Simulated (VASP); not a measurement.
# Ge (Fd-3m) in VASP: notebook, part 3 of 3

VASP 6.6.1. Earlier steps stand in the parts before.

### 6 Phonons, PBEsol

Input file POSCAR:

```
Ge
1.0
    0.0000000000      2.8290000000      2.8290000000
    2.8290000000      0.0000000000      2.8290000000
    2.8290000000      2.8290000000      0.0000000000
Ge
2
Direct
    0.0000000000      0.0000000000      0.0000000000
    0.2500000000      0.2500000000      0.2500000000
```

Input file INCAR.step1:

```
SYSTEM = Ge
  PREC = Accurate
  ENCUT = 600
  EDIFF = 1E-8
  ISMEAR = -1
  SIGMA = 0.03
  LREAL = .False.
  LASPH = .True.
  NELM = 80
  ALGO = Normal
  ISIF = 3
  LWAVE = .False.
  LCHARG = .False.
  GGA = PS
  NELECT = 27.94294
  IBRION = 2
  NSW = 40
  EDIFFG = -0.002
```

Input file INCAR.step2:

```
SYSTEM = Ge
  PREC = Accurate
  ENCUT = 600
  EDIFF = 1E-8
  ISMEAR = -1
  SIGMA = 0.03
  LREAL = .False.
  LASPH = .True.
  NELM = 80
  ALGO = Normal
  ISIF = 2
  LWAVE = .False.
  LCHARG = .False.
  GGA = PS
  NELECT = 27.94294
  IBRION = 8
  NSW = 1
```

Input file KPOINTS:

```
regular mesh
0
Gamma
  14 14 14
  0 0 0
```

Potentials or basis: VASP PAW PBE potentials, release 64 (Ge_d).

Command:

```
cat potpaw_PBE.64/Ge_d/POTCAR > POTCAR
cp INCAR.step1 INCAR
mpirun -np 1 vasp_std > vasp.out
cp CONTCAR POSCAR
cp INCAR.step2 INCAR
mpirun -np 1 vasp_std > vasp.out
```

OUTCAR:

```text
SYSTEM = Ge
   PREC = Accurate
   ENCUT = 600
   EDIFF = 1E-8
   ISMEAR = -1
   LREAL = .False.
   LASPH = .True.
   NELM = 80
   ISIF = 2
   GGA = PS
   NELECT = 27.94294
   IBRION = 8
   NSW = 1

 ion  position               nearest neighbor table
   1  0.000  0.000  0.000-   2 2.43   2 2.43   2 2.43   2 2.43
   2  0.250  0.250  0.250-   1 2.43   1 2.43   1 2.43   1 2.43

  LATTYP: Found a face centered cubic cell.
 ALAT       =     5.6223234730

  Lattice vectors:

 A1 = (   0.0000000000,   2.8111617365,   2.8111617365)
 A2 = (   2.8111617365,   0.0000000000,   2.8111617365)
 A3 = (   2.8111617365,   2.8111617365,   0.0000000000)

Analysis of symmetry for initial positions (statically):
=====================================================================
 Subroutine PRICEL returns:
 Original cell was already a primitive cell.

 Routine SETGRP: Setting up the symmetry group for a
 face centered cubic supercell.

 Subroutine GETGRP returns: Found 48 space group operations
 (whereof 24 operations were pure point group operations)
 out of a pool of 48 trial point group operations.

The static configuration has the point symmetry T_d .
 The point group associated with its full space group is O_h .

Analysis of symmetry for dynamics (positions and initial velocities):
=====================================================================
 Subroutine PRICEL returns:
 Original cell was already a primitive cell.

 Routine SETGRP: Setting up the symmetry group for a
 face centered cubic supercell.

 Subroutine GETGRP returns: Found 48 space group operations
 (whereof 24 operations were pure point group operations)
 out of a pool of 48 trial point group operations.

The dynamic configuration has the point symmetry T_d .
 The point group associated with its full space group is O_h .

 Subroutine INISYM returns: Found 48 space group operations
 (whereof 24 operations are pure point group operations),
 and found     1 'primitive' translations

----------------------------------------------------------------------------------------

                                     Primitive cell

  volume of cell :      44.4311

  direct lattice vectors                    reciprocal lattice vectors
     0.000000000  2.811161736  2.811161736    -0.177862410  0.177862410  0.177862410
     2.811161736  0.000000000  2.811161736     0.177862410 -0.177862410  0.177862410
     2.811161736  2.811161736  0.000000000     0.177862410  0.177862410 -0.177862410

  length of vectors
     3.975583054  3.975583054  3.975583054     0.308066730  0.308066730  0.308066730

  position of ions in fractional coordinates (direct lattice)
     0.000000000  0.000000000  0.000000000
     0.250000000  0.250000000  0.250000000

  ion indices of the primitive-cell ions
[... 114 lines left out ...]
 number of electron      27.9429394 magnetization

 Free energy of the ion-electron system (eV)
  ---------------------------------------------------
  ext. energy  EPLUGINS =         0.00000000
  ---------------------------------------------------
  free energy    TOTEN  =       -10.13963341 eV

  energy without entropy =      -10.13918568  energy(sigma->0) =      -10.13940954

 E-fermi :   4.5853     XC(G=0): -10.1978

 val. band max:        4.5222300314   @ k =  -0.1429   0.1429   0.0000
 cond. band min:       4.6118805777   @ k =   0.1429   0.0000   0.0000
 fundamental gap:      0.0896505463
 Fermi energy:         4.5852860206

 k-point     1 :       0.0000    0.0000    0.0000
  band No.  band energies     occupation
      1     -19.7792      2.00000
      2     -19.7792      2.00000
      3     -19.7792      2.00000
      4     -19.7407      2.00000
      5     -19.7407      2.00000
      6     -19.5186      2.00000
[... 481 lines left out ...]
      5     -19.6857      2.00000
      6     -19.5862      2.00000
[... 10 lines left out ...]
     17       9.9671      0.00000
     18       9.9848      0.00000

 [... further k-points ...]
[... 5 lines left out ...]
  --------------------------------------------------------------------------------------
  -------------------------------------------------------------------------------------
  Total        0.0019677      0.0019677      0.0019677      0.0000000      0.0000000     -0.0000000
  in kB        0.0709543      0.0709543      0.0709543      0.0000000      0.0000000     -0.0000000
  external PRESSURE =       0.0709543 kB  Pullay stress =       0.0000000 kB

 VOLUME and BASIS-vectors are now :
 -----------------------------------------------------------------------------
  energy-cutoff  :      600.00
  volume of cell :       44.43
      direct lattice vectors                 reciprocal lattice vectors
     0.000000000  2.811161736  2.811161736    -0.177862410  0.177862410  0.177862410
     2.811161736  0.000000000  2.811161736     0.177862410 -0.177862410  0.177862410
     2.811161736  2.811161736  0.000000000     0.177862410  0.177862410 -0.177862410

 POSITION                                       TOTAL-FORCE (eV/Angst)
 -----------------------------------------------------------------------------------
      0.00000      0.00000      0.00000         0.000000     -0.000000     -0.000000
      1.40558      1.40558      1.40558        -0.000000      0.000000      0.000000
 -----------------------------------------------------------------------------------
    total drift:                               -0.000000      0.000000      0.000000

  FREE ENERGIE OF THE ION-ELECTRON SYSTEM (eV)
  ---------------------------------------------------
  free  energy   TOTEN  =       -10.1396334052 eV

  energy  without entropy=      -10.1391856822  energy(sigma->0) =      -10.13940954

[... ionic steps 2 to 3 ...]

--------------------------------------- Ionic step        4  -------------------------------------------

 Free energy of the ion-electron system (eV)
  ---------------------------------------------------
  ---------------------------------------------------
  free energy    TOTEN  =        -0.19389114 eV

  energy without entropy =       -0.19389114

------------------------ aborting loop because EDIFF is reached ----------------------------------------

 INTERNAL STRAIN TENSOR  FOR ION    1  DIRECTION 1   (eV/Angst):
 -----------------------------------------------------------------------------
    -0.00672  0.00000  0.00000
     0.00000  0.00420  9.28777
     0.00000  9.28777  0.00420

 INTERNAL STRAIN TENSOR FOR ION    2 for displacements in x,y,z  (eV/Angst):
          X           Y           Z          XY          YZ          ZX
  --------------------------------------------------------------------------------
  x     0.00000     0.00000     0.00000     0.00000    -9.28777     0.00000
  y     0.00000     0.00000     0.00000     0.00000     0.00000    -9.28777
  z     0.00000     0.00000     0.00000    -9.28777     0.00000     0.00000

 SECOND DERIVATIVES (NOT SYMMETRIZED)
 ------------------------------------
               1X          1Y          1Z          2X          2Y          2Z
  1X   -10.368533    0.000000    0.000000   10.368533    0.000000    0.000000
  1Y     0.000000  -10.368533    0.000000    0.000000   10.368533    0.000000
  1Z     0.000000    0.000000  -10.368533    0.000000    0.000000   10.368533
  2X    10.368533    0.000000    0.000000  -10.368533    0.000000    0.000000
  2Y     0.000000   10.368533    0.000000    0.000000  -10.368533    0.000000
  2Z     0.000000    0.000000   10.368533    0.000000    0.000000  -10.368533

 Eigenvectors and eigenvalues of the dynamical matrix
 ----------------------------------------------------

   1 f  =    8.354609 THz    52.493559 2PiTHz  278.679774 cm-1    34.551873 meV
             X         Y         Z           dx          dy          dz
      0.000000  0.000000  0.000000     0.000000   -0.707107    0.000000
      1.405581  1.405581  1.405581     0.000000    0.707107    0.000000
[... 21 lines left out ...]
   6 f  =    0.000000 THz     0.000000 2PiTHz    0.000000 cm-1     0.000000 meV
             X         Y         Z           dx          dy          dz
      0.000000  0.000000  0.000000     0.000000    0.000000    0.707107
      1.405581  1.405581  1.405581     0.000000    0.000000    0.707107

--------------------------------------------------------------------------------------------------------

 ELASTIC MODULI CONTR FROM IONIC RELAXATION (kBar)
 Direction    XX          YY          ZZ          XY          YZ          ZX
 --------------------------------------------------------------------------------
 XX          -0.0000      0.0000      0.0000      0.0000      0.0000      0.0000
 YY           0.0000     -0.0000      0.0000      0.0000      0.0000      0.0000
 ZZ           0.0000      0.0000     -0.0000      0.0000      0.0000      0.0000
 XY           0.0000      0.0000      0.0000   -300.0051      0.0000      0.0000
 YZ           0.0000      0.0000      0.0000      0.0000   -300.0051      0.0000
 ZX           0.0000      0.0000      0.0000      0.0000      0.0000   -300.0051
 --------------------------------------------------------------------------------
```

It took 4.1 min on 1 thread of Intel Xeon 6975P-C (Granite Rapids), shared host; peak memory 0.84 GiB.

What came out:

```yaml
Relaxed_volume: 22.22 Å³/atom
Relaxed_cell: a = 3.976 Å, b = 3.976 Å, c = 3.976 Å, α = 60.00°, β = 60.00°, γ = 60.00°
Space_group_after_relaxing_to_0.05_Å: Fd-3m (No. 227)
Highest_phonon_frequency_at_Γ: 279 cm⁻¹
```

Step by step:
| step | energy change (eV) | largest force (eV/Å) | pressure (GPa) | volume (Å³) |
| --- | --- | --- | --- | --- |
| 1 | 0.0000 | 0.0000 | -1.32 | 45.28 |
| 2 | -0.0029 | 0.0000 | 0.61 | 44.07 |
| 3 | -0.0036 | 0.0000 | 0.01 | 44.43 |

Final structure:
```
Ge
1.0
     0.00000    2.81116    2.81116
     2.81116    0.00000    2.81116
     2.81116    2.81116    0.00000
Ge
2
Direct
  0.00000 0.00000 0.00000
  0.25000 0.25000 0.25000
```

Phonon frequencies in cm⁻¹ (negative: imaginary):
| q point | frequencies |
| --- | --- |
| (0.000, 0.000, 0.000) | 0 0 0 279 279 279 |

Caveat: the cell is charged against a uniform background, so pressure and absolute levels hang on convention; the PAW data sets were made with another functional, which shifts forces and pressure a little.
